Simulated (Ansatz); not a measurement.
# Si: band gap under strain, part 2 of 2

Ansatz 0.2.0, plane waves, PAW. Earlier steps stand in the parts before.

## (5) -0.7 % strain along z alone: PBE

Space group I4_1/amd (No. 141), tetragonal; a = 3.850 Å, c = 5.404 Å in the conventional setting, 20.02 Å³ an atom. Around Si lie 4 Si at 2.35 Å.

File input.yaml:

```yaml
crystal:
  lattice:
    - [0.0, 2.7221197381, 2.702248264]
    - [2.7221197381, 0.0, 2.702248264]
    - [2.7221197381, 2.7221197381, 0.0]
  atoms:
    - { symbol: Si, position: [0.25, 0.25, 0.25] }
    - { symbol: Si, position: [0.0, 0.0, 0.0] }
kpoints:
  mp_grid: { grid: [8, 8, 8] }
  band_path:
    path:
      - [0.0, 0.0, 0.0]
      - [0.5, 0.0, 0.5]
      - [0.625, 0.25, 0.625]
      - [0.375, 0.375, 0.75]
      - [0.5, 0.5, 0.5]
      - [0.5, 0.25, 0.75]
      - [0.419271, 0.419271, 0.0]
    npoints: 1
hamiltonian:
  xc: pbe
scf:
  occupations: { method: fermi_dirac, width: 0.02 }
  n_extra_bands: 4
output:
  forces: true
  stress: true
  eigenvalues: true
  write_density: true
  write_potential: true
  elf: true
  volumetric_format: npy
```

Started as:

```
> ansatz run input.yaml --threads 4 --pin off --max-ram 5529MiB --backend cpu --events-out ev --progress --plain --runs-dir out
```

Output:

```text
Warning: RAYON_NUM_THREADS=4 ignored (pool sized by the plan → 4); use --threads N
scf.n_extra_bands = 4 over 4 filled bands (N_el = 8.0): the run solves 8 bands
Engine: ansatz 0.2.0, aarch64-unknown-linux-gnu
Pseudopotentials: kind: paw
Pseudopotential: Si, paw, valence charge 4, recommended cutoff 420 eV (normal), Si.paw.azcp
Functional definition: PBE
  parameter kappa = 0.804
  parameter beta = 0.06672455060314922
  exchange = pbe_x(kappa = kappa, mu = beta*pi^2/3)
  correlation = pbe_c(beta = beta)
Crystal: 2 atoms, lattice volume = 40.047 Å³
Basis set: ecut = 420 eV, 749 PW (Γ), exchange–correlation on 54×54×54 points (8 copies of the dense FFT grid, shifted against one another)
Bands: 8, of which v1, the nominal top of the filled ones, is band 4 counted from 1 (3 counted from 0)
Symmetry: 16 space group operations
Space group: I41/amd (ITA 141), of the structure as read, at distance tolerance 3.4e-5 Å
k-points: 59 of 512
Non-local potential: Si, projectors of the file, l = 0: 2, l = 1: 2, l = 2: 2
PAW form: soft (Blöchl's): semilocal exchange-correlation on the pseudo side does not see the compensation charge
PAW one-centre angular grid: Si, 110 points (default); XC on 64 Gauss nodes
Initial density: superposition of atomic densities (neutral atoms: chi_scale 0, normalization atom), corrected by the library's trained network
Initial wavefunctions: pseudopotential atomic-orbital guess
Functional: x = pbe(κ = 0.804, μ = 0.2195149727645171), c = pbe(β = 0.06672455060314922)
SCF iter   1: F=—  HF=-1271.610230 eV  |F-HF|=—  |Δ(HF+E_count)|=         —  Δρ=1.10e-3  dr2=2.50e-4  ethr=1.77e-3  ⟨swp⟩=6.3  Hψ=4275  notcnv=0
preconditioner: auto → none  [insulator: Δε(μ)=0.536 eV  Ē_g=9.481 eV  σ=0.020 eV  W_gap=1.00  n_scr=8 (ndim 8)  ℏωp=16.6 eV  f_vac=0.000  D(μ)=0.00/eV (n_scr^D=0)  ε∞_Penn≈4.1]
SCF iter   2: F=—  HF=-1271.610599 eV  |F-HF|=—  |Δ(HF+E_count)|=   3.69e-4  Δρ=4.61e-4  dr2=4.24e-5  ethr=3.13e-6  ⟨swp⟩=2.1  Hψ=1239  notcnv=0
SCF iter   3: F=—  HF=-1271.610646 eV  |F-HF|=—  |Δ(HF+E_count)|=   4.67e-5  Δρ=9.02e-5  dr2=2.09e-6  ethr=5.29e-7  ⟨swp⟩=2.4  Hψ=723  notcnv=0
SCF iter   4: F=—  HF=-1271.610647 eV  |F-HF|=—  |Δ(HF+E_count)|=   1.13e-6  Δρ=2.41e-5  dr2=1.77e-7  ethr=2.62e-8  ⟨swp⟩=2.0  Hψ=708  notcnv=0
iter 5 did not close the SCF: its close was put off for the readings that it lacked (scf_convergence_deferred on its scf_iter line)
SCF iter   5: F=-1271.610647 eV  HF=-1271.610647 eV  |F-HF|=7.92e-10  |Δ(HF+E_count)|=   3.24e-8  Δρ=2.62e-6  dr2=1.31e-9  ethr=2.21e-9  ⟨swp⟩=2.0  Hψ=708  notcnv=0
SCF iter   6: F=-1271.610647 eV  HF=-1271.610647 eV  |F-HF|=6.59e-12  |Δ(HF+E_count)|=   1.05e-9  Δρ=4.21e-7  dr2=4.49e-11  ethr=1.64e-11  ⟨swp⟩=4.4  Hψ=2163  notcnv=0
SCF 1 converged in 6 iterations: F = -1271.610647 eV  dr2 = 4.49e-11
NSCF: frozen V_eff on 7 k-points
SCF converged after 6 iterations
Free energy (F): -1271.610647 eV
Harris-Foulkes:  -1271.610647 eV  (|F-HF|=6.59e-12)
Internal energy: -1271.610647 eV  (E = F + TS)
E sigma→0 (E₀):  -1271.610647 eV
Fermi energy:    6.525267 eV
--- Per-component energies (eV) ---
  E_band       = 9.330905
  E_kinetic    = 80.861913
  E_local      = -54.843340  (includes V_loc(G=0)·N_el)
  E_nonlocal   = 52.020059
  E_hartree    = 14.926182
  E_xc         = -110.436007
  E_vxc        = -93.565477  (∫ρ·V_xc dr)
  E_paw        = -1025.616697  (= ΣΔE_a)
  E_vpaw       = -4.994657  (= ΣTr[D̂ρ^β])
  E_aug_tail   = 0.000012  (compensation charges beyond the density's cutoff)
  E_ewald      = -228.522770
  E_smearing   = -0.000000  (= −TS)
  E_closure    = 0.000000  (closes the sum)
  Σ components = -1271.610647   (vs F -1271.610647, Δ=0.00e0)
--- Forces (eV/Å), atoms counted from 1 ---
  atom   1  Si    -0.00000000     0.00000000     0.00000000
  atom   2  Si    -0.00000000     0.00000000     0.00000000
  max |Σ_I F_I| component: 1.11e-16 eV/Å
--- Stress (GPa, compression-positive) ---
        1.783827       0.000000       0.000000
        0.000000       1.783827       0.000000
        0.000000       0.000000       2.481253
  P = ⅓ Tr σ = 2.0163 GPa (20.163 kbar)
--- Band table (eV; the first three rows and the last of 59) ---
  k-point 0: bands = ["-5.7312", "6.2126", "6.2126", "6.2639", "8.7722", "8.7989", "8.7989", "9.5914"]
  k-point 1: bands = ["-5.5271", "4.6307", "5.9203", "5.9611", "8.7276", "9.2084", "9.2210", "10.9377"]
  k-point 2: bands = ["-4.9315", "2.3030", "5.4431", "5.4967", "8.2543", "9.7224", "9.7432", "13.1430"]
  k-point 58: bands = ["-1.5583", "-1.5583", "3.3414", "3.3414", "6.8995", "6.8995", "16.3261", "16.3261"]
```

Wall time 1.2 s (4 threads of Arm Neoverse V2, shared host); peak memory 0.28 GiB.

PBE gives an indirect gap of 0.49 eV, from Γ to (0.42, 0.42, 0.00); the least direct gap is 2.51 eV.

Levels at the named points, in eV from the top of band v (v: the last filled band by count, c: the next):

```
point    v−1      v     c   c+1
    Γ  -0.05   0.00  2.51  2.54
    X  -2.87  -2.87  0.69  0.69
    U  -4.34  -2.44  1.19  4.12
    K  -4.33  -2.50  1.13  4.03
    L  -1.27  -1.20  1.50  3.28
    W  -3.88  -3.88  4.20  4.20
```

The maps below are laid out on this run's own conventional cell (a, b, c = 3.850, 3.850, 5.404 Å).

Density in a lattice plane of the grid's cell (edges 3.85 and 5.40 Å, at 0.000 of the third edge), which holds Si.

Ten even steps from '0' (0.02 e/Å³) to '9' (0.57 e/Å³):
```
135887654445678853
568999876667899986
667899986568999876
445678853135887654
223456631013665432
112245542124554221
001123455555432110
000112456665421100
000011234443211000
000001122222110000
000000011111000000
000000000000000000
000000000000000000
111000000000000011
222110000000001122
443211000000011234
665421100000112456
555432110001123455
124554221112245542
013665432223456631
```
Columns run along the first of these edges and rows up along the second, over one cell in 18 and 20 even steps from the bottom left corner. Atoms in the plane (fractional): Si at (0.50, 0.75), Si at (0.00, 0.00).

ELF in the same plane.

Ten even steps from '0' (0.01) to '9' (0.95):
```
335899987678999853
358999987678999985
678999985358999987
678999853335899987
556887533533578865
234565422322456543
012344443334444321
000134556665543100
000013456665431000
000001244544210000
000000112221100000
000000000000000000
000000000000000000
221100000000000112
544210000000001244
665431000000013456
665543100000134556
334444321012344443
322456543234565422
533578865556887533
```
Columns run along the first of these edges and rows up along the second, over one cell in 18 and 20 even steps from the bottom left corner. Atoms in the plane (fractional): Si at (0.50, 0.75), Si at (0.00, 0.00).

Both are smooth fields of the valence electrons: close to the nuclei they are not physical.

The highest ELF values outside the cores: 0.95 on the Si–Si line, 1.1 Å from Si.

## (6) -0.7 % strain along z alone: r2SCAN

Edit input.yaml of step 5 so:

```diff
@@ -21,5 +21,5 @@
 hamiltonian:
-  xc: pbe
+  xc: r2scan
 scf:
-  occupations: { method: fermi_dirac, width: 0.02 }
+  occupations: { method: fixed }
   n_extra_bands: 4
@@ -29,5 +29 @@
   eigenvalues: true
-  write_density: true
-  write_potential: true
-  elf: true
-  volumetric_format: npy
```

Started as:

```
> ansatz run input.yaml --threads 4 --pin off --max-ram 5529MiB --backend cpu --events-out ev --progress --plain --runs-dir out
```

Output, cut to the lines that bear on the results:

```text
Warning: RAYON_NUM_THREADS=4 ignored (pool sized by the plan → 4); use --threads N
scf.n_extra_bands = 4 over 4 filled bands (N_el = 8.0): the run solves 8 bands
[...]
[... 3 set-up lines as earlier in the session ...]
[...]
Crystal: 2 atoms, lattice volume = 40.047 Å³
Basis set: ecut = 500 eV, 965 PW (Γ), exchange–correlation on 120×120×120 points (64 copies of the dense FFT grid, shifted against one another)
Bands: 8, of which v1, the nominal top of the filled ones, is band 4 counted from 1 (3 counted from 0)
[... 2 set-up lines as earlier in the session ...]
k-points: 59 of 512
[...]
SCF iter   1: F=—  HF=-1278.113344 eV  |F-HF|=—  |Δ(HF+E_count)|=         —  Δρ=3.17e-3  dr2=2.96e-3  dr2_τ=1.25e-2  ethr=1.77e-3  ⟨swp⟩=4.2  Hψ=3417  notcnv=0  defer=99
[...]
SCF iter   6: F=-1278.128931 eV  HF=-1278.128931 eV  |F-HF|=1.79e-10  |Δ(HF+E_count)|=   2.10e-8  Δρ=1.20e-6  dr2=2.92e-10  dr2_τ=1.31e-12  ethr=3.11e-10  ⟨swp⟩=5.2  Hψ=3124  notcnv=0
[...]
NSCF: frozen V_eff on 7 k-points
SCF converged after 6 iterations
Free energy (F): -1278.128931 eV
[...]
E sigma→0 (E₀):  -1278.128931 eV
Fermi energy:    6.191247 eV
[...]
--- Forces (eV/Å), atoms counted from 1 ---
  atom   1  Si    -0.00000000    -0.00000000     0.00000000
  atom   2  Si    -0.00000000    -0.00000000     0.00000000
[...]
--- Stress (GPa, compression-positive) ---
        0.470463       0.000000       0.000000
        0.000000       0.470463       0.000000
        0.000000       0.000000       1.241102
  P = ⅓ Tr σ = 0.7273 GPa (7.273 kbar)
--- Band table (eV; the first three rows and the last of 59) ---
  k-point 0: bands = ["-6.3806", "6.1364", "6.1364", "6.1912", "8.8774", "8.9069", "8.9069", "10.1311"]
[...]
```

Run time: 2.3 s. Hardware: 4 threads of Arm Neoverse V2, shared host; peak memory 0.41 GiB.

The r2SCAN gap is 0.67 eV and indirect (Γ to (0.42, 0.42, 0.00)), with 2.69 eV as the least direct one.

Stress along x, y, z: 0.47, 0.47, 1.24 GPa (compression positive).

## (7) -0.7 % strain along z alone: HSE06

Edit input.yaml of step 6 so:

```diff
@@ -9,3 +9,3 @@
 kpoints:
-  mp_grid: { grid: [8, 8, 8] }
+  mp_grid: { grid: [6, 6, 6] }
   band_path:
@@ -21,3 +21,3 @@
 hamiltonian:
-  xc: r2scan
+  xc: hse06
 scf:
```

Started as:

```
> ansatz run input.yaml --threads 4 --pin off --max-ram 5529MiB --backend cpu --events-out ev --progress --plain --runs-dir out
```

Output, cut to the lines that bear on the results:

```text
Warning: output.stress: scf.convergence.dr2_threshold = 1e-7 eV (the SCF's general default) is looser than the 2e-10 eV advised for a printed stress (1e-10 eV for each atom of the cell: 2). What an SCF threshold leaves in a stress goes as its square root, and in the free energy as the [...]
Warning: output.stress: scf.exx.energy_threshold = 1e-6 eV is looser than the 2e-8 eV advised for a stress under a hybrid functional (1e-8 eV for each atom of the cell: 2). Every SCF of the exchange loop can meet its threshold on dr2 while the loop round them stops early: no threshold on [...]
Warning: RAYON_NUM_THREADS=4 ignored (pool sized by the plan → 4); use --threads N
scf.n_extra_bands = 4 over 4 filled bands (N_el = 8.0): the run solves 8 bands
[...]
[... 3 set-up lines as earlier in the session ...]
[...]
davidson cushion auto → on  (no smearing: the cushion is to keep the highest requested band from converging to the state above it; pin scf.eigensolver.cushion to override)
Crystal: 2 atoms, lattice volume = 40.047 Å³
[...]
hybrid outer 2: dexx = +2.240e-8 eV, tail = 1.71e-8 eV, Δε = 8.79e-4 eV (about 9.70e-5 eV left of the loop's levels)
the search or the solves at the SCF's close seem to have found levels that the self-consistency loop had missed (the run counts 1). By its estimate they hold under 1e-12 electrons; where the run keeps them, the occupations were computed again with them
NSCF: frozen V_eff on 7 k-points
hybrid SCF converged: 2 outer / 7 inner (+2 warm-up), last move |dexx| = 2.24e-8 eV, tail = 1.71e-8 eV
Stability not checked: this state was not tested for a lower state beside it, because the functional holds exact exchange (a hybrid, or Hartree-Fock), whose exchange loop this test does not read (fock_operator; see scf.lower_state_search)
Free energy (F): -1272.566958 eV
Frozen-core exchange: fock
[...]
E sigma→0 (E₀):  -1272.566958 eV
Fermi energy:    5.929143 eV
[...]
--- Forces (eV/Å), atoms counted from 1 ---
  atom   1  Si    -0.00000000    -0.00000000     0.00000000
  atom   2  Si    -0.00000000    -0.00000000     0.00000000
[...]
--- Stress (GPa, compression-positive) ---
        0.281622       0.000000       0.000000
        0.000000       0.281622       0.000000
        0.000000       0.000000       1.050385
  P = ⅓ Tr σ = 0.5379 GPa (5.379 kbar)
--- Band table (eV; the first three rows and the last of 30) ---
  k-point 0: bands = ["-7.3920", "5.8749", "5.8749", "5.9291", "9.1916", "9.2179", "9.2179", "10.2101"]
[...]
```

Wall time 15 s (4 threads of Arm Neoverse V2, shared host); peak memory 0.76 GiB.

HSE06 gives an indirect gap of 1.05 eV, from Γ to (0.42, 0.42, 0.00); the least direct gap is 3.26 eV.

## (8) What strain did

The summary covers parts 1 to 2.

Least gap in eV (negative: overlap):

```
                                         state    PBE  r2SCAN  HSE06
-5.1 % biaxial strain in x and y, free along z  -0.04    0.12   0.49
                   -0.7 % strain along z alone   0.49    0.67   1.05
```

In words: In PBE the gap is least under -5.1 % biaxial strain in x and y, free along z (-0.04 eV) and largest under -0.7 % strain along z alone (0.49 eV). Under -5.1 % biaxial strain in x and y, free along z PBE gives no gap, or under 0.02 eV, while HSE06 has one.
